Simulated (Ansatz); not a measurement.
# CdI2: the cost of one run

Program: Ansatz 0.2.0. Level of theory: DFT, PBE, plane-wave PAW, default files, scalar-relativistic, as far as a step names no other. These are calculated values, not measurements.

1 further run of the same task is left out (it didn't finish).

**1. The structure to begin with**

Symmetry: P-3m1, No. 164, trigonal system. Conventional cell: a = 4.286 Å, b = 4.286 Å, c = 29.107 Å, α = 90.00°, β = 90.00°, γ = 120.00°. Cd (site symmetry -3m) is surrounded by 6 I at 3.01 Å. Around Cd (site symmetry 3m) lie 6 I at 3.01 to 3.02 Å. I (site symmetry 3m) has 3 Cd at 3.01 Å as nearest neighbours. Around I (site symmetry 3m) lie 3 Cd at 3.02 Å.

As a file:

```cif
data_structure
_symmetry_space_group_name_H-M 'P-3m1'
_symmetry_Int_Tables_number 164
_cell_length_a 4.2862
_cell_length_b 4.2862
_cell_length_c 29.1070
_cell_angle_alpha 90.000
_cell_angle_beta 90.000
_cell_angle_gamma 120.000
_cell_volume 463.10
loop_
_atom_site_label
_atom_site_type_symbol
_atom_site_symmetry_multiplicity
_atom_site_Wyckoff_symbol
_atom_site_fract_x
_atom_site_fract_y
_atom_site_fract_z
_atom_site_occupancy
Cd1 Cd 1 a 0.00000 0.00000 0.00000 1
Cd2 Cd 2 d 0.66667 0.33333 0.74995 1
Cd3 Cd 1 b 0.00000 0.00000 0.50000 1
I1 I 2 c 0.00000 0.00000 0.30917 1
I2 I 2 d 0.66667 0.33333 0.44110 1
I3 I 2 d 0.33333 0.66667 0.80913 1
I4 I 2 d 0.66667 0.33333 0.94110 1
```

**2. First run, atoms as given**

Contents of input.yaml:

```yaml
crystal:
  lattice:
    - [4.2862280072, 0.0, 0.0]
    - [-2.1431140036, 3.7119823406, 0.0]
    - [0.0, 0.0, 29.10699078]
  atoms:
    - { symbol: Cd, position: [0.0, 0.0, 0.0] }
    - { symbol: Cd, position: [0.6666666667, 0.3333333333, 0.74994659] }
    - { symbol: Cd, position: [0.3333333333, 0.6666666667, 0.25005341] }
    - { symbol: Cd, position: [0.0, 0.0, 0.5] }
    - { symbol: I, position: [0.0, 0.0, 0.30916941] }
    - { symbol: I, position: [0.6666666667, 0.3333333333, 0.44109754] }
    - { symbol: I, position: [0.0, 0.0, 0.69083059] }
    - { symbol: I, position: [0.3333333333, 0.6666666667, 0.55890246] }
    - { symbol: I, position: [0.3333333333, 0.6666666667, 0.80913364] }
    - { symbol: I, position: [0.6666666667, 0.3333333333, 0.94110254] }
    - { symbol: I, position: [0.6666666667, 0.3333333333, 0.19086636] }
    - { symbol: I, position: [0.3333333333, 0.6666666667, 0.05889746] }
kpoints:
  mp_grid: { grid: [8, 8, 1] }
scf:
  occupations: { method: fermi_dirac, width: 0.02 }
hamiltonian:
  xc: pbe
  pseudopotentials: { kind: paw }
output:
  forces: true
  stress: true
  populations: true
  efg: { quadrupole_moments_barn: { I: -0.68822 }, contact_densities: true }
```

Launch:

```
$ ansatz run input.yaml --threads 1 --pin off --max-ram 3072MiB --backend cpu --events-out ev --progress --plain --runs-dir out
```

**Question.** How long does this run take on 1 thread of Arm Neoverse V2, shared host, and how much memory does it need?

About 46 s, with a peak of 0.91 GiB.
